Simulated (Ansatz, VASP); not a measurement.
Al in VASP and in Ansatz

```
CELL_PARAMETERS angstrom
-1.64582 1.64582 1.61751
1.64582 -1.64582 1.61751
1.58920 1.58920 -1.61751
ATOMIC_POSITIONS crystal
Al 0.00000 0.00000 0.00000
```

Change from the starting cell: engineering shear strain xy -0.0350, strain +e along x and -e along y +0.0000.

Alike in both runs: task single point; functional PBE; k mesh 20 × 20 × 20; occupations gaussian, width 0.15 eV; no spin polarisation.

```csv
,VASP,Ansatz
version,VASP 6.6.1,Ansatz 0.2.0
potentials or method,"VASP PAW PBE potentials, release 64 (Al)","scalar-relativistic, plane waves, PAW"
plane-wave cutoff (eV),520,420
valence electrons in the cell,3,3
```

Ansatz gave:

```
gap on the k mesh at the Fermi level (eV)       : none
pressure (GPa)                                  : 0.1
largest component of the traceless stress (GPa) : 1.30
```

Question: What did VASP give for the same quantities?

Answer: gap on the k mesh at the Fermi level (eV): none; pressure (GPa): 0.1; largest component of the traceless stress (GPa): 1.29.

A gap of «none» marks a metal or a gap that the smearing closes. The functional is the same, so the differences come from potentials, cutoffs and numerics.
